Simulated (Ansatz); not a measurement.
## ZnS (Wurtzite-2H) under changes of volume

One of the cells (19.603 Å³/atom); the others are scaled copies at fixed shape and fractional positions:

```
Zn S
1.0
     3.81100    0.00000    0.00000
    -1.90550    3.30042    0.00000
     0.00000    0.00000    6.23400
Zn S
2 2
Direct
  0.66667 0.33333 0.50000
  0.33333 0.66667 0.00000
  0.66667 0.33333 0.88500
  0.33333 0.66667 0.38500
```

```yaml
Program: Ansatz 0.2.0
Functional: RPBE
Potentials_or_basis: Ansatz PAW
Cutoff: "420 eV (not typed: the program's choice for these potentials)"
k_mesh: 8 × 8 × 5
Occupations: fermi-dirac, width 0.05 eV
Spin: no spin polarisation
```

| volume (Å³/atom) | energy over the lowest point (meV/atom) | pressure (GPa) | gap on the mesh (eV) | largest force (eV/Å) |
| --- | --- | --- | --- | --- |
| 18.427 | ? | ? | ? | ? |
| 18.819 | 52.68 | 8.6 | 2.61 | 0.378 |
| 19.211 | 33.99 | 6.7 | 2.52 | 0.351 |
| 19.603 | 19.80 | 4.9 | 2.42 | 0.326 |
| 19.995 | 9.66 | 3.4 | 2.33 | 0.302 |
| 20.387 | 3.18 | 2.0 | 2.24 | 0.281 |
| 20.779 | 0.00 | 0.7 | 2.15 | 0.260 |

What does the run at 18.427 Å³/atom give?

Energy over the lowest point 76.34 meV/atom; pressure 10.8 GPa; gap on the mesh 2.71 eV; largest force 0.406 eV/Å.

Worked out: A Birch-Murnaghan fit of order 3 (a polynomial in V^(-2/3)) to the other rows has its minimum at 21.00 Å³/atom, just outside them, with B0 = V·E''(V) = 62 GPa and B' = 4.4 at fixed shape and positions, which overstates the stiffness. It gives 76.36 meV/atom at 18.427 Å³/atom, against the run's 76.34, and -dE/dV = 10.8 GPa, against 10.8. A straight line through the other rows of the gap, of slope -4.66 eV per unit of ln V (its deformation potential), extrapolates to 2.71 eV, against the run's 2.71.

Energies are extrapolated to zero smearing.

Caveats: odd divisions of the mesh miss points on the zone boundary, where band edges often lie, so the gap on the mesh can be too wide; the PAW data sets come from PBE, with cores solved anew for the run's functional, which leaves a small shift of forces and pressure.
